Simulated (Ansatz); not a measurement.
# Indium, simple cubic under r²SCAN: ground state and equation of state, part 2 of 2

Aim: take indium in the simple cubic structure, relax it, solve it on a dense k-mesh, switch on spin-orbit coupling, then scale the cell to 7 volumes from 88 to 112 % of the relaxed one and try a fit of the equation of state. The k-meshes are 10×10×10 for the relaxation; 17×17×17 for the dense run; 10×10×10 for spin-orbit coupling; 12×12×12 for the volumes.

Ansatz 0.2.0; DFT, r2SCAN, plane waves (500 eV) with PAW, scalar-relativistic. Earlier steps stand in the parts before.

## (9) At 104 % of the relaxed volume

This is In in the simple cubic structure; at room conditions it is tetragonal.

Contents of input.yaml:

```yaml
crystal:
  lattice:
    - [3.0837573891, 0.0, 0.0]
    - [0.0, 3.0837573891, 0.0]
    - [0.0, 0.0, 3.0837573891]
  atoms:
    - { symbol: In, position: [0.0, 0.0, 0.0] }
hamiltonian:
  xc: r2scan
  pseudopotentials:
    kind: paw
    azcp:
      In: "pseudopotentials/In.paw.azcp"
basis:
  ecutwfc: 500
  fft_grid_basis: typed
kpoints:
  mp_grid: { grid: [12, 12, 12], shift: [0, 0, 0] }
magnetization:
  spin_polarized: false
scf:
  occupations: { method: fermi_dirac, width: 0.1 }
  lower_state_search: "off"
output:
  stress: true
  write_density: true
  write_potential: true
  elf: true
  volumetric_format: npy
```

Command:

```sh
$ ansatz run input.yaml --threads 1 --pin off --max-ram 3584MiB --backend cpu --events-out ev --progress --plain --runs-dir out
```

The program printed, shortened:

```text
[...]
Pseudopotentials: kind: paw
Pseudopotential: In, paw, valence charge 13, recommended cutoff 500 eV (meta_gga), <dir>
Functional definition: r2SCAN
[...]
Crystal: 1 atoms, lattice volume = 29.325 Å³
Basis set: ecut = 500 eV, 739 PW (Γ), exchange–correlation on 96×96×96 points (64 copies of the dense FFT grid, shifted against one another)
Bands: 11, of which v1, the nominal top of the filled ones, is band 7 counted from 1 (6 counted from 0)
Symmetry: 48 space group operations
Space group: Pm-3m (ITA 221), of the structure as read, at distance tolerance 3.1e-5 Å
k-points: 84 of 1728
[...]
SCF iter   1: F=-5611.770979 eV  HF=-5611.769930 eV  |F-HF|=1.05e-3  |Δ(HF+E_count)|=         —  Δρ=7.39e-3  dr2=8.72e-3  dr2_τ=1.69e-3  ethr=1.77e-3  ⟨swp⟩=5.1  Hψ=5748  notcnv=0
[...]
SCF iter   6: F=-5611.774032 eV  HF=-5611.774032 eV  |F-HF|=1.07e-9  |Δ(HF+E_count)|=   2.68e-8  Δρ=1.92e-6  dr2=1.32e-9  dr2_τ=4.92e-11  ethr=2.86e-10  ⟨swp⟩=6.6  Hψ=6256  notcnv=0
[...]
SCF converged after 6 iterations
Free energy (F): -5611.774032 eV
[...]
E sigma→0 (E₀):  -5611.765935 eV
Entropy (-TS):   -0.016195 eV (-16.195 meV/atom)
Fermi energy:    8.482517 eV
[...]
--- Stress (GPa, compression-positive) ---
       -1.467444      -0.000000       0.000000
       -0.000000      -1.467444       0.000000
       -0.000000       0.000000      -1.467444
  P = ⅓ Tr σ = -1.4674 GPa (-14.674 kbar)
--- Band table (eV; the first three rows and the last of 84) ---
  k-point 0: bands = ["-7.0457", "-7.0457", "-6.3470", "-6.3470", "-6.3470", "-0.7745", "16.0269", "16.0269", "16.0269", "19.1993", "19.1993"]
[...]
```

It took 6.3 s on 1 thread of Intel Xeon Platinum 8259CL at 2.50GHz (Skylake/Cascade Lake), shared host; peak memory 0.57 GiB.

## (10) At 108 % of the relaxed volume

Changes to input.yaml since step 9:

```diff
@@ -2,5 +2,5 @@
   lattice:
-    - [3.0837573891, 0.0, 0.0]
-    - [0.0, 3.0837573891, 0.0]
-    - [0.0, 0.0, 3.0837573891]
+    - [3.1227964371, 0.0, 0.0]
+    - [0.0, 3.1227964371, 0.0]
+    - [0.0, 0.0, 3.1227964371]
   atoms:
```

Command:

```sh
$ ansatz run input.yaml --threads 1 --pin off --max-ram 3584MiB --backend cpu --events-out ev --progress --plain --runs-dir out
```

The program printed, shortened:

```text
[...]
[... 3 set-up lines as earlier in the session ...]
[...]
Crystal: 1 atoms, lattice volume = 30.453 Å³
Basis set: ecut = 500 eV, 751 PW (Γ), exchange–correlation on 96×96×96 points (64 copies of the dense FFT grid, shifted against one another)
Bands: 11, of which v1, the nominal top of the filled ones, is band 7 counted from 1 (6 counted from 0)
[... 2 set-up lines as earlier in the session ...]
k-points: 84 of 1728
[...]
SCF iter   1: F=-5611.756966 eV  HF=-5611.756634 eV  |F-HF|=3.32e-4  |Δ(HF+E_count)|=         —  Δρ=7.21e-3  dr2=8.63e-3  dr2_τ=1.45e-3  ethr=1.77e-3  ⟨swp⟩=5.1  Hψ=5761  notcnv=0
[...]
SCF iter   6: F=-5611.760001 eV  HF=-5611.760001 eV  |F-HF|=1.17e-9  |Δ(HF+E_count)|=   2.35e-8  Δρ=1.85e-6  dr2=1.30e-9  dr2_τ=7.32e-11  ethr=3.18e-10  ⟨swp⟩=7.5  Hψ=6487  notcnv=0
[...]
SCF converged after 6 iterations
Free energy (F): -5611.760001 eV
[...]
E sigma→0 (E₀):  -5611.751424 eV
Entropy (-TS):   -0.017154 eV (-17.154 meV/atom)
Fermi energy:    8.030956 eV
[...]
--- Stress (GPa, compression-positive) ---
       -2.471083       0.000000       0.000000
       -0.000000      -2.471083       0.000000
        0.000000       0.000000      -2.471083
  P = ⅓ Tr σ = -2.4711 GPa (-24.711 kbar)
--- Band table (eV; the first three rows and the last of 84) ---
  k-point 0: bands = ["-7.4393", "-7.4393", "-6.8047", "-6.8047", "-6.8047", "-1.0042", "15.3727", "15.3727", "15.3727", "18.5110", "18.5110"]
[...]
```

Wall time 8 s (1 thread of Intel Xeon Platinum 8259CL at 2.50GHz (Skylake/Cascade Lake), shared host); peak memory 0.57 GiB.

## (11) At 112 % of the relaxed volume

Changes to input.yaml since step 10:

```diff
@@ -2,5 +2,5 @@
   lattice:
-    - [3.1227964371, 0.0, 0.0]
-    - [0.0, 3.1227964371, 0.0]
-    - [0.0, 0.0, 3.1227964371]
+    - [3.1608830741, 0.0, 0.0]
+    - [0.0, 3.1608830741, 0.0]
+    - [0.0, 0.0, 3.1608830741]
   atoms:
@@ -25,5 +25 @@
   stress: true
-  write_density: true
-  write_potential: true
-  elf: true
-  volumetric_format: npy
```

Command:

```sh
$ ansatz run input.yaml --threads 1 --pin off --max-ram 3584MiB --backend cpu --events-out ev --progress --plain --runs-dir out
```

The program printed, shortened:

```text
[...]
[... 3 set-up lines as earlier in the session ...]
[...]
Crystal: 1 atoms, lattice volume = 31.581 Å³
Basis set: ecut = 500 eV, 799 PW (Γ), exchange–correlation on 96×96×96 points (64 copies of the dense FFT grid, shifted against one another)
Bands: 11, of which v1, the nominal top of the filled ones, is band 7 counted from 1 (6 counted from 0)
[... 1 set-up line as earlier in the session ...]
Space group: Pm-3m (ITA 221), of the structure as read, at distance tolerance 3.2e-5 Å
k-points: 84 of 1728
[...]
SCF iter   1: F=-5611.736843 eV  HF=-5611.737010 eV  |F-HF|=1.67e-4  |Δ(HF+E_count)|=         —  Δρ=7.04e-3  dr2=8.51e-3  dr2_τ=1.24e-3  ethr=1.77e-3  ⟨swp⟩=5.1  Hψ=5727  notcnv=0
[...]
SCF iter   6: F=-5611.739788 eV  HF=-5611.739788 eV  |F-HF|=1.17e-9  |Δ(HF+E_count)|=   2.26e-8  Δρ=1.78e-6  dr2=1.23e-9  dr2_τ=8.85e-11  ethr=3.10e-10  ⟨swp⟩=2.7  Hψ=3296  notcnv=0
[...]
SCF converged after 6 iterations
Free energy (F): -5611.739788 eV
[...]
E sigma→0 (E₀):  -5611.730923 eV
Entropy (-TS):   -0.017731 eV (-17.731 meV/atom)
Fermi energy:    7.613713 eV
[...]
--- Stress (GPa, compression-positive) ---
       -3.239765      -0.000000       0.000000
        0.000000      -3.239765       0.000000
        0.000000       0.000000      -3.239765
  P = ⅓ Tr σ = -3.2398 GPa (-32.398 kbar)
```

Run time: 6.5 s. Hardware: 1 thread of Intel Xeon Platinum 8259CL at 2.50GHz (Skylake/Cascade Lake), shared host; peak memory 0.56 GiB.

## (12) Fitting the volumes

The cell was scaled evenly, with its shape and the fractional positions fixed.

| V (Å³/atom) | E − E₀ (meV/atom) | P from the stress (GPa) | P from the fit (GPa) |
| --- | --- | --- | --- |
| 24.814 | 61.9 | 6.84 | 6.98 |
| 25.942 | 24.2 | 3.97 | 3.93 |
| 27.069 | 4.8 | 1.68 | 1.61 |
| 28.197 | -0.1 | -0.11 | -0.16 |
| 29.325 | 6.3 | -1.47 | -1.52 |
| 30.453 | 20.8 | -2.47 | -2.54 |
| 31.581 | 41.3 | -3.24 | -3.31 |

Fit (Birch-Murnaghan, third order): V₀ = 28.079 Å³/atom, B₀ = 40 GPa, B₀′ = 5.8, largest residual 0.20 meV/atom.

## (13) What came out

The summary covers parts 1 to 2.

| quantity | value |
| --- | --- |
| space group (spins left aside) | Pm-3m (No. 221) |
| conventional cell | a = 3.044 Å |
| volume | 28.197 Å³/atom |
| shortest distance | 3.044 Å |
| gap on the mesh | none (levels filled in part) |
| relative to body-centred tetragonal | +45 meV/atom |
| V₀, B₀, B₀′ | 28.079 Å³/atom, 40 GPa, 5.8 |

**Reading.** From the guessed start the volume shrank by 0.1 % in 3 steps. It lies 45 meV/atom above the element's reference form at the same level (body-centred tetragonal, from a run of its own). Levels at the Fermi energy are filled in part, as in a metal. The total energy of the spin-orbit run lies +9.6 eV/atom from the scalar one, but the two kinds of run don't share a zero of energy: only differences within one kind count. The fitted modulus is 40 GPa. Relaxation kept the symmetry; phonons were not checked.
